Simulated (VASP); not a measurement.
# NaI (Fm-3m) in VASP: further runs, part 2 of 2

VASP 6.6.1. The steps go on from the part before.

## 3. Band structure, PBE-EpsX

POSCAR

```
NaI                                     
1.0
    0.0000000000      3.2045523235      3.2045523235
    3.2045523235      0.0000000000      3.2045523235
    3.2045523235      3.2045523235     -0.0000000000
  Na              I             
     1     1
Direct
     1.0000000000000000    1.0000000000000000    1.0000000000000000
     0.5000000000000000    0.5000000000000000    0.5000000000000000
```

INCAR.step1

```
SYSTEM = NaI
  PREC = Accurate
  ENCUT = 520
  EDIFF = 1E-8
  ISMEAR = 0
  SIGMA = 0.03
  LREAL = .FALSE.
  LASPH = .TRUE.
  NELM = 80
  ALGO = Normal
  ISIF = 2
  LWAVE = .FALSE.
  LCHARG = .FALSE.
  KPAR = 4
  GGA = PE
  LEPSILON = .TRUE.
```

KPOINTS.step1

```
Automatic mesh
0
G
  8 8 8
  0 0 0
```

INCAR.step2

```
SYSTEM = NaI
  PREC = Accurate
  ENCUT = 520
  EDIFF = 1E-5
  ISMEAR = 0
  SIGMA = 0.03
  LREAL = .FALSE.
  LASPH = .TRUE.
  NELM = 80
  ALGO = Normal
  ISIF = 2
  LWAVE = .TRUE.
  LCHARG = .FALSE.
  NBANDS = 14
  KPAR = 4
  GGA = PE
```

KPOINTS.step2

```
regular mesh
0
G
  6 6 6
  0 0 0
```

INCAR.step3

```
SYSTEM = NaI
  PREC = Accurate
  ENCUT = 520
  EDIFF = 1E-6
  ISMEAR = 0
  SIGMA = 0.03
  LREAL = .FALSE.
  LASPH = .TRUE.
  NELM = 80
  ALGO = Normal
  ISIF = 2
  LWAVE = .FALSE.
  LCHARG = .FALSE.
  GGA = PE
  LHFCALC = .TRUE.
  AEXX = 0.2924
  PRECFOCK = Fast
  HFRCUT = -1
  NBANDS = 14
  KPAR = 4
  ISTART = 1
```

KPOINTS.step3

```
regular mesh
0
G
  6 6 6
  0 0 0
```

KPOINTS_OPT

```
explicit points
6
Reciprocal
 0.0000000000  0.0000000000  0.0000000000 1
 0.3750000000  0.3750000000  0.7500000000 1
 0.5000000000  0.5000000000  0.5000000000 1
 0.6250000000  0.2500000000  0.6250000000 1
 0.5000000000  0.2500000000  0.7500000000 1
 0.5000000000  0.0000000000  0.5000000000 1
```

Potentials or basis: VASP PAW PBE potentials, release 64 (Na_pv, I).

Launch:

```console
$ cat potpaw_PBE.64/Na_pv/POTCAR potpaw_PBE.64/I/POTCAR > POTCAR
$ cp INCAR.step1 INCAR
$ cp KPOINTS.step1 KPOINTS
$ mpirun -np 4 vasp_std > vasp.out
$ cp INCAR.step2 INCAR
$ cp KPOINTS.step2 KPOINTS
$ mpirun -np 4 vasp_std > vasp.out
$ cp INCAR.step3 INCAR
$ cp KPOINTS.step3 KPOINTS
$ mpirun -np 4 vasp_std > vasp.out
```

OUTCAR:

```text
SYSTEM = NaI
   PREC = Accurate
   ENCUT = 520
   EDIFF = 1E-6
   ISMEAR = 0
   LREAL = .FALSE.
   LASPH = .TRUE.
   NELM = 80
   ISIF = 2
   GGA = PE
   LHFCALC = .TRUE.
   AEXX = 0.2924
   PRECFOCK = Fast
   ISTART = 1

 ion  position               nearest neighbor table
   1  0.000  0.000  0.000-
   2  0.500  0.500  0.500-

  LATTYP: Found a face centered cubic cell.
 ALAT       =     6.4091046470

  Lattice vectors:

 A1 = (   0.0000000000,   3.2045523235,   3.2045523235)
 A2 = (   3.2045523235,   0.0000000000,   3.2045523235)
 A3 = (   3.2045523235,   3.2045523235,   0.0000000000)

Analysis of symmetry for initial positions (statically):
=====================================================================
 Subroutine PRICEL returns:
 Original cell was already a primitive cell.

 Routine SETGRP: Setting up the symmetry group for a
 face centered cubic supercell.

 Subroutine GETGRP returns: Found 48 space group operations
 (whereof 48 operations were pure point group operations)
 out of a pool of 48 trial point group operations.

The static configuration has the point symmetry O_h .

[... 172 lines left out ...]
      3     -25.4597      2.00000
      4     -12.5233      2.00000
      5      -0.2521      2.00000
      6      -0.2521      2.00000
      7      -0.2521      2.00000
      8       5.4499      0.00000
      9       9.7879      0.00000
     10       9.7879      0.00000
     11       9.7879      0.00000
     12      11.8304      0.00000
     13      11.8304      0.00000
     14      12.3041      0.00000
[... 241 lines left out ...]
      1     -25.4637      2.00000
      2     -25.4623      2.00000
      3     -25.4616      2.00000
      4     -12.0151      2.00000
      5      -2.2183      2.00000
      6      -1.5519      2.00000
      7      -1.2788      2.00000
      8       7.2500      0.00000
      9       8.2308      0.00000
     10      10.5699      0.00000
     11      10.7175      0.00000
     12      13.9409      0.00000
     13      14.7686      0.00000
     14      15.0271      0.00000

------------------------ aborting loop because EDIFF is reached ----------------------------------------

  FORCE on cell =-STRESS in cart. coord.  units (eV):
  Direction    XX          YY          ZZ          XY          YZ          ZX
  --------------------------------------------------------------------------------------
  -------------------------------------------------------------------------------------
  Total        0.2189869      0.2189869      0.2189869      0.0000000      0.0000000      0.0000000
  in kB        5.3308513      5.3308513      5.3308513      0.0000000      0.0000000      0.0000000
  external PRESSURE =       5.3308513 kB  Pullay stress =       0.0000000 kB

 VOLUME and BASIS-vectors are now :
 -----------------------------------------------------------------------------
  energy-cutoff  :      520.00
  volume of cell :       65.82
      direct lattice vectors                 reciprocal lattice vectors
     0.000000000  3.204552324  3.204552324    -0.156028034  0.156028034  0.156028034
     3.204552324  0.000000000  3.204552324     0.156028034 -0.156028034  0.156028034
     3.204552324  3.204552324  0.000000000     0.156028034  0.156028034 -0.156028034

 POSITION                                       TOTAL-FORCE (eV/Angst)
 -----------------------------------------------------------------------------------
      0.00000      0.00000      0.00000        -0.000000     -0.000000     -0.000000
      3.20455      3.20455      3.20455         0.000000      0.000000      0.000000
 -----------------------------------------------------------------------------------
    total drift:                               -0.000000      0.000000      0.000000

  FREE ENERGIE OF THE ION-ELECTRON SYSTEM (eV)
  ---------------------------------------------------
  free  energy   TOTEN  =        -7.0060605752 eV

  energy  without entropy=       -7.0060605752  energy(sigma->0) =       -7.00606058
```

OUTCAR.step1:

```text
SYSTEM = NaI
   PREC = Accurate
   ENCUT = 520
   EDIFF = 1E-8
   ISMEAR = 0
   LREAL = .FALSE.
   LASPH = .TRUE.
   NELM = 80
   ISIF = 2
   GGA = PE
[... 621 lines left out ...]
  x     0.00000     0.00000     0.00000     0.00000     0.00000     0.00000
  y     0.00000     0.00000     0.00000     0.00000     0.00000     0.00000
  z     0.00000     0.00000     0.00000     0.00000     0.00000     0.00000

 BORN EFFECTIVE CHARGES (including local field effects) (in |e|, cummulative output)
 ---------------------------------------------------------------------------------
 ion    1
    1     1.18679     0.00000     0.00000
    2    -0.00000     1.18679     0.00000
    3     0.00000     0.00000     1.18679
 ion    2
    1    -1.18679    -0.00000     0.00000
    2     0.00000    -1.18679     0.00000
    3     0.00000     0.00000    -1.18679
```

It took 6.4 min on 4 MPI ranks of AMD EPYC 9R45 (Zen 5), shared host; peak memory 0.3 GiB.

Results:

| Quantity | Value |
| --- | --- |
| Free energy | -7.0061 eV |
| Pressure | 0.5 GPa |
| Band gap on the k mesh | 5.70 eV, direct |
| Band gap along the path | 5.70 eV, direct |

Caveat: the PAW data sets were made with another functional, which shifts forces and pressure a little; spin-orbit coupling is left out, which moves the levels of the heavy elements.
